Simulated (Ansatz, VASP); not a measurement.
**Si (Sigma29 (520)[001] symmetric tilt boundary in Si): VASP beside Ansatz**

One calculation is typed for both programs; each brings its own data sets. How far apart do they land? The cell is taken from a series of runs on this material, whose earlier steps may have relaxed, scaled, displaced or heated it; both programs get it as it stands.

Program: Ansatz 0.2.0. Level of theory: plane waves, with VASP 6.6.1 beside it; single point at PBE. Results are calculated unless marked as measured.

### 1. Set-up

The cell holds 80 atoms: 80 Si. Its edges and angles: a = 5.469 Å, b = 14.977 Å, c = 20.643 Å, α = 90.0°, β = 90.0°, γ = 100.5°. It derives from Si. Two grains of Si, one the mirror image of the other in the boundary plane, two boundaries a cell; of 6 trial joints (lateral shifts, openings, close atoms taken out) the lowest after a short relaxation with the MACE-MP-0b2 potential was kept (shift [0.0, 0.5] of the surface cell, opening 0.83 A, one of each pair under 1.66 A removed), then its atoms and the cell's length along the normal were relaxed with that potential. Lattice constants are starting values near those of PBE. The structure's axis is c.

### 2. Ansatz: single point, PBE

Ansatz runs on its default PAW (the set named soft_2) files.

With cell and atoms fixed, the geometry can't cause a difference; cores, projectors, grids and the points listed under the comparison can.

Input file input.yaml:

```yaml
crystal:
  lattice:
    - [5.469, 0.0, 0.0]
    - [-2.7345, 14.72573, 0.0]
    - [0.0, 0.0, 20.64348]
  atoms:
    - { symbol: Si, position: [0.4888, 0.14171, 0.99227] }
    - { symbol: Si, position: [0.81147, 0.06688, 0.03719] }
    - { symbol: Si, position: [0.84878, 0.74755, 0.00904] }
    - { symbol: Si, position: [0.41518, 0.4668, 0.99961] }
    - { symbol: Si, position: [0.11922, 0.33283, 0.0366] }
    - { symbol: Si, position: [0.35284, 0.22498, 0.08043] }
    - { symbol: Si, position: [0.51333, 0.94233, 0.07067] }
    - { symbol: Si, position: [0.08248, 0.63363, 0.03805] }
    - { symbol: Si, position: [0.75656, 0.5126, 0.07746] }
    - { symbol: Si, position: [0.93449, 0.39319, 0.12491] }
    - { symbol: Si, position: [0.06304, 0.11086, 0.12633] }
    - { symbol: Si, position: [0.66891, 0.81175, 0.09876] }
    - { symbol: Si, position: [0.34801, 0.68903, 0.13062] }
    - { symbol: Si, position: [0.54323, 0.56775, 0.16621] }
    - { symbol: Si, position: [0.6297, 0.27641, 0.16679] }
    - { symbol: Si, position: [0.24644, 0.98465, 0.15264] }
    - { symbol: Si, position: [0.93261, 0.86248, 0.18696] }
    - { symbol: Si, position: [0.12923, 0.74155, 0.21917] }
    - { symbol: Si, position: [0.23272, 0.44859, 0.2078] }
    - { symbol: Si, position: [0.81711, 0.15728, 0.20863] }
    - { symbol: Si, position: [0.5087, 0.03432, 0.24216] }
    - { symbol: Si, position: [0.70531, 0.91338, 0.27438] }
    - { symbol: Si, position: [0.82082, 0.61858, 0.25269] }
    - { symbol: Si, position: [0.40523, 0.32728, 0.25352] }
    - { symbol: Si, position: [0.09472, 0.20812, 0.29511] }
    - { symbol: Si, position: [0.28994, 0.08685, 0.33072] }
    - { symbol: Si, position: [0.39146, 0.79121, 0.3087] }
    - { symbol: Si, position: [0.00824, 0.49945, 0.29453] }
    - { symbol: Si, position: [0.70345, 0.38268, 0.33641] }
    - { symbol: Si, position: [0.8814, 0.26328, 0.38386] }
    - { symbol: Si, position: [0.96904, 0.96412, 0.36258] }
    - { symbol: Si, position: [0.57488, 0.66499, 0.33499] }
    - { symbol: Si, position: [0.28509, 0.55087, 0.38089] }
    - { symbol: Si, position: [0.51874, 0.44303, 0.42473] }
    - { symbol: Si, position: [0.55551, 0.14225, 0.42329] }
    - { symbol: Si, position: [0.12456, 0.83353, 0.39067] }
    - { symbol: Si, position: [0.8264, 0.70896, 0.42414] }
    - { symbol: Si, position: [0.14912, 0.63415, 0.46905] }
    - { symbol: Si, position: [0.22272, 0.30906, 0.46172] }
    - { symbol: Si, position: [0.78915, 0.0283, 0.4523] }
    - { symbol: Si, position: [0.4888, 0.64171, 0.96907] }
    - { symbol: Si, position: [0.81147, 0.56688, 0.92414] }
    - { symbol: Si, position: [0.84878, 0.24755, 0.9523] }
    - { symbol: Si, position: [0.41518, 0.9668, 0.96173] }
    - { symbol: Si, position: [0.11922, 0.83283, 0.92473] }
    - { symbol: Si, position: [0.35284, 0.72498, 0.88091] }
    - { symbol: Si, position: [0.51333, 0.44233, 0.89067] }
    - { symbol: Si, position: [0.08248, 0.13363, 0.92328] }
    - { symbol: Si, position: [0.75656, 0.0126, 0.88388] }
    - { symbol: Si, position: [0.93449, 0.89319, 0.83643] }
    - { symbol: Si, position: [0.06304, 0.61086, 0.835] }
    - { symbol: Si, position: [0.66891, 0.31175, 0.86258] }
    - { symbol: Si, position: [0.34801, 0.18903, 0.83072] }
    - { symbol: Si, position: [0.54323, 0.06775, 0.79513] }
    - { symbol: Si, position: [0.6297, 0.77641, 0.79455] }
    - { symbol: Si, position: [0.24644, 0.48465, 0.8087] }
    - { symbol: Si, position: [0.93261, 0.36248, 0.77438] }
    - { symbol: Si, position: [0.12923, 0.24155, 0.74216] }
    - { symbol: Si, position: [0.23272, 0.94859, 0.75354] }
    - { symbol: Si, position: [0.81711, 0.65728, 0.7527] }
    - { symbol: Si, position: [0.5087, 0.53432, 0.71918] }
    - { symbol: Si, position: [0.70531, 0.41338, 0.68696] }
    - { symbol: Si, position: [0.82082, 0.11858, 0.70865] }
    - { symbol: Si, position: [0.40523, 0.82728, 0.70782] }
    - { symbol: Si, position: [0.09472, 0.70812, 0.66623] }
    - { symbol: Si, position: [0.28994, 0.58685, 0.63062] }
    - { symbol: Si, position: [0.39146, 0.29121, 0.65263] }
    - { symbol: Si, position: [0.00824, 0.99945, 0.66681] }
    - { symbol: Si, position: [0.70345, 0.88268, 0.62492] }
    - { symbol: Si, position: [0.8814, 0.76328, 0.57748] }
    - { symbol: Si, position: [0.96904, 0.46412, 0.59876] }
    - { symbol: Si, position: [0.57488, 0.16499, 0.62635] }
    - { symbol: Si, position: [0.28509, 0.05087, 0.58044] }
    - { symbol: Si, position: [0.51874, 0.94303, 0.53661] }
    - { symbol: Si, position: [0.55551, 0.64225, 0.53805] }
    - { symbol: Si, position: [0.12456, 0.33353, 0.57067] }
    - { symbol: Si, position: [0.8264, 0.20896, 0.5372] }
    - { symbol: Si, position: [0.14912, 0.13415, 0.49228] }
    - { symbol: Si, position: [0.22272, 0.80906, 0.49961] }
    - { symbol: Si, position: [0.78915, 0.5283, 0.50904] }
kpoints:
  mp_grid: { grid: [7, 3, 2] }
hamiltonian:
  xc: pbe
scf:
  occupations: { method: fermi_dirac, width: 0.025 }
output:
  forces: true
```

Run with:

```bash
$ ansatz run input.yaml --threads 4 --pin off --max-ram 8192MiB --backend cpu --events-out ev --progress --plain --runs-dir out
```

Numbers of over 12 decimals in the logs are rounded to 6 here.

Log:

```text
Warning: the atoms were moved onto the symmetric positions of the space group found under crystal.symmetry.tolerance 1.0e-5 (fractional; no operation is sought that the atoms, as they stand in a round, miss by more than twice it, and no atom is moved by as much as it), and the run uses the moved positions. Before a round's move an operation carried an atom to 1.50e-4 Å from where it should land, the largest such dist [...]
Engine: ansatz 0.2.0, x86_64-unknown-linux-gnu
Pseudopotentials: kind: paw
Pseudopotential: Si, paw, valence charge 4, recommended cutoff 420 eV (normal), Si.paw.azcp
Functional definition: PBE
  parameter kappa = 0.804
  parameter beta = 0.066725
  exchange = pbe_x(kappa = kappa, mu = beta*pi^2/3)
  correlation = pbe_c(beta = beta)
Crystal: 80 atoms, lattice volume = 1662.523 Å³
Basis set: ecut = 420 eV, 32429 PW (Γ), exchange–correlation on 80×216×288 points (8 copies of the dense FFT grid, shifted against one another)
Bands: 240, of which v1, the nominal top of the filled ones, is band 160 counted from 1 (159 counted from 0)
Symmetry: 2 space group operations
Space group: Pc (ITA 7), of the structure as read, at distance tolerance 1.2e-4 Å
k-points: 22 of 42 (time reversal used)
Non-local potential: Si, projectors of the file, l = 0: 2, l = 1: 2, l = 2: 2
PAW form: soft (Blöchl's): semilocal exchange-correlation on the pseudo side does not see the compensation charge
PAW one-centre angular grid: Si, 110 points (default); XC on 64 Gauss nodes
Initial density: superposition of atomic densities (neutral atoms: chi_scale 0, normalization atom), corrected by the library's trained network
Initial wavefunctions: pseudopotential atomic-orbital guess
Functional: x = pbe(κ = 0.804, μ = 0.219515), c = pbe(β = 0.066725)
SCF iter   1: F=—  HF=-50850.881295 eV  |F-HF|=—  |Δ(HF+E_count)|=         —  Δρ=2.85e-3  dr2=4.72e-1  ethr=1.77e-3  ⟨swp⟩=6.1  Hψ=24405  notcnv=0  defer=959
preconditioner: auto → Kerker (q_TF=auto, 2.073 Å⁻¹)  [metal: Δε(μ)=0.030 eV  Ē_g=7.562 eV  σ=0.025 eV  W_gap=0.28  n_scr=244 (ndim 8)  ℏωp=16.3 eV  f_vac=0.000  D(μ)=8.43/eV (n_scr^D=22)]
SCF iter   2: F=—  HF=-50850.847207 eV  |F-HF|=—  |Δ(HF+E_count)|=   3.41e-2  Δρ=1.69e-3  dr2=1.96e-1  ethr=1.47e-4  ⟨swp⟩=1.4  Hψ=6087  notcnv=0  defer=1393
SCF iter   3: F=—  HF=-50850.823633 eV  |F-HF|=—  |Δ(HF+E_count)|=   2.36e-2  Δρ=3.50e-4  dr2=1.08e-2  ethr=6.14e-5  ⟨swp⟩=3.2  Hψ=6104  notcnv=0  defer=1447
SCF iter   4: F=—  HF=-50850.823943 eV  |F-HF|=—  |Δ(HF+E_count)|=   3.10e-4  Δρ=1.37e-4  dr2=1.78e-3  ethr=3.37e-6  ⟨swp⟩=3.0  Hψ=7032  notcnv=0  defer=1447
SCF iter   5: F=—  HF=-50850.824100 eV  |F-HF|=—  |Δ(HF+E_count)|=   1.57e-4  Δρ=4.57e-5  dr2=1.15e-4  ethr=5.55e-7  ⟨swp⟩=2.0  Hψ=5499  notcnv=0  defer=1447
SCF iter   6: F=—  HF=-50850.824138 eV  |F-HF|=—  |Δ(HF+E_count)|=   3.74e-5  Δρ=1.52e-5  dr2=1.22e-5  ethr=3.61e-8  ⟨swp⟩=2.1  Hψ=6015  notcnv=0  defer=1447
SCF iter   7: F=—  HF=-50850.823807 eV  |F-HF|=—  |Δ(HF+E_count)|=   3.30e-4  Δρ=5.39e-6  dr2=1.60e-6  ethr=3.82e-9  ⟨swp⟩=2.1  Hψ=7922  notcnv=0  defer=1515
SCF iter   8: F=—  HF=-50850.823808 eV  |F-HF|=—  |Δ(HF+E_count)|=   7.53e-7  Δρ=1.54e-6  dr2=1.26e-7  ethr=5.01e-10  ⟨swp⟩=2.1  Hψ=6810  notcnv=0  defer=1515
SCF iter   9: F=-50850.823808 eV  HF=-50850.823808 eV  |F-HF|=2.66e-9  |Δ(HF+E_count)|=   6.98e-8  Δρ=5.04e-7  dr2=1.61e-8  ethr=3.13e-11  ⟨swp⟩=4.0  Hψ=13691  notcnv=0
SCF 1 converged in 9 iterations: F = -50850.823808 eV  dr2 = 1.61e-8
  greatest PAW one-centre occupation: 0.670 electrons in one spin orbital (limit 2), on the Si atom at site 41 (counted from 0), in its partial waves of l = 0
SCF converged after 9 iterations
Free energy (F): -50850.823808 eV
Harris-Foulkes:  -50850.823808 eV  (|F-HF|=2.66e-9)
Internal energy: -50850.803031 eV  (E = F + TS)
E sigma→0 (E₀):  -50850.813420 eV
Entropy (-TS):   -0.020777 eV (-0.260 meV/atom)
Fermi energy:    6.043267 eV
--- Per-component energies (eV) ---
  E_band       = 291.943927
  E_kinetic    = 3173.735326
  E_local      = -2389.291855  (includes V_loc(G=0)·N_el)
  E_nonlocal   = 2060.017900
  E_hartree    = 672.203215
  E_xc         = -4391.776654
  E_vxc        = -3708.364739  (∫ρ·V_xc dr)
  E_paw        = -41011.891481  (= ΣΔE_a)
  E_vpaw       = -188.558204  (= ΣTr[D̂ρ^β])
  E_aug_tail   = 0.000505  (compensation charges beyond the density's cutoff)
  E_ewald      = -8963.799987
  E_smearing   = -0.020777  (= −TS)
  E_closure    = -0.000000  (closes the sum)
  Σ components = -50850.823808   (vs F -50850.823808, Δ=0.00e0)
--- Forces (eV/Å), atoms counted from 1 ---
  atom   1  Si    -0.00763171     0.06171910     0.10864304
  atom   2  Si     0.04384981    -0.06384366     0.02162219
  atom   3  Si    -0.00654870    -0.01967364     0.04679828
  atom   4  Si     0.04622350    -0.06001368     0.00601037
  atom   5  Si     0.05345296     0.06447998     0.02136027
  atom   6  Si     0.02131705    -0.02735824    -0.01874191
  atom   7  Si     0.01981130     0.05853216    -0.03836791
  atom   8  Si    -0.06617918     0.01141396    -0.00744933
  atom   9  Si    -0.02057021    -0.04294160     0.06171964
  atom  10  Si    -0.02572196     0.03499740     0.06216979
  atom  11  Si    -0.08765695     0.03933563    -0.01444481
  atom  12  Si    -0.00831736    -0.00676647     0.00036217
  atom  13  Si     0.00977452    -0.00880110    -0.00948298
  atom  14  Si     0.03752009    -0.03101400    -0.01292537
  atom  15  Si     0.01797203     0.01864720    -0.00450132
  atom  16  Si     0.02021442    -0.00656916     0.00427517
  atom  17  Si     0.01823227    -0.00832193     0.00921693
  atom  18  Si     0.02454236    -0.00714805    -0.02175610
  atom  19  Si    -0.01015277    -0.02285688     0.00354953
  atom  20  Si     0.03451974     0.01790035     0.00734057
  atom  21  Si    -0.02423874     0.00635355     0.02295631
  atom  22  Si    -0.01857763     0.00898016    -0.00856879
  atom  23  Si    -0.03420729    -0.01745024    -0.00746029
  atom  24  Si     0.01019002     0.02246212    -0.00351741
[...]
atom  73  Si    -0.02139642     0.02766307    -0.01981951
  atom  74  Si    -0.05456827    -0.06538799     0.02178788
  atom  75  Si     0.06668587    -0.01143317    -0.00809830
  atom  76  Si    -0.02045939    -0.05988052    -0.04030485
  atom  77  Si    -0.04347437     0.06474059     0.02154547
  atom  78  Si     0.00692798    -0.06223767     0.10846442
  atom  79  Si    -0.04574821     0.06025306     0.00559239
  atom  80  Si     0.00691564     0.02190788     0.04640778
  max |Σ_I F_I| component: 5.36e-6 eV/Å
```

[end of part 1 of 2]

[Lines on the potential files, build, host, timing and source positions are cut from VASP's logs without a mark.]

[Logs are printed without paths, hosts, clocks, repeated set-up lines and the standing remarks that a program may print on its own settings, such as how far it seeks lower states.]

[Hosts, paths, dates, database ids (printed as entryN), source tags and the programs' standing remarks are cut or masked in the printed files.]
